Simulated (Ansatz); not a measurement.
## MoS₂: strain energy, fitted

MoS₂, P-6m2, a = 3.150 Å, c = 6.648 Å. This isn't the usual stable structure of the compound. Ansatz: PBE+D3(BJ), PAW, 420 eV, Γ-centred 12×12×4 mesh on 3 atoms, Gaussian smearing 0.02 eV; no spin polarisation. Series: strain along c alone, the other axes held, atoms relaxed; x is the strain in per cent. y is the free energy over the unstrained cell, V0 = 19.038 Å³/atom.

| x (%) | y (meV/atom) |
| --- | --- |
| -3.0 | 3.28 |
| -2.0 | 1.35 |
| -1.0 | 0.31 |
| 0.0 | 0.00 |
| 1.0 | ? |
| 2.0 | 1.01 |
| 3.0 | 2.11 |

Problem. Fit y = c2 x² + c3 x³ to the other rows, turn c2 into a modulus, and predict the missing energy.

Solution. Least squares on the rows shown. y = 0.2987 x² − 0.02163 x³. In eV per unit strain² c2 is 2.987; this is C33 with relaxed ions (E = ½ C33 V0 ε²): 2 × 2.987 × 160.2 / (19.038) = 50 GPa. At x = 1.0 the fit asked for gives 0.28 meV/atom. The run gave 0.27 meV/atom, so the fit is 0.01 meV/atom too high, within the rms miss on the fitted rows (0.01 meV/atom).